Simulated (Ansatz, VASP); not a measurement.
**Sn: VASP beside Ansatz**

```
CELL_PARAMETERS angstrom
-1.89465 1.89465 2.08412
1.89465 -1.89465 2.08412
1.89465 1.89465 -2.08412
ATOMIC_POSITIONS crystal
Sn 0.00000 0.00000 0.00000
```

Change from the starting cell: strain +0.1000 x Voigt [0, 0, 1, 0, 0, 0], atoms carried along.

Alike in both runs: task single point; functional PBEsol; k mesh 18 × 18 × 18; occupations gaussian, width 0.15 eV; no spin polarisation.

```csv
,VASP,Ansatz
version,VASP 6.6.1,Ansatz 0.2.0
potentials or method,"VASP PAW PBE potentials, release 64 (Sn_d)","scalar-relativistic, plane waves, PAW"
plane-wave cutoff (eV),520,420
valence electrons in the cell,14,14
```

```csv
,VASP,Ansatz,Ansatz less VASP
gap on the k mesh at the Fermi level (eV),none,none,-
pressure (GPa),-5.4,-5.4,-0.03
largest component of the traceless stress (GPa),0.44,0.44,-0.004
```

A gap of «none» marks a metal or a gap that the smearing closes.

Caveats: the PAW data sets were made with another functional, which shifts forces and pressure a little (VASP).
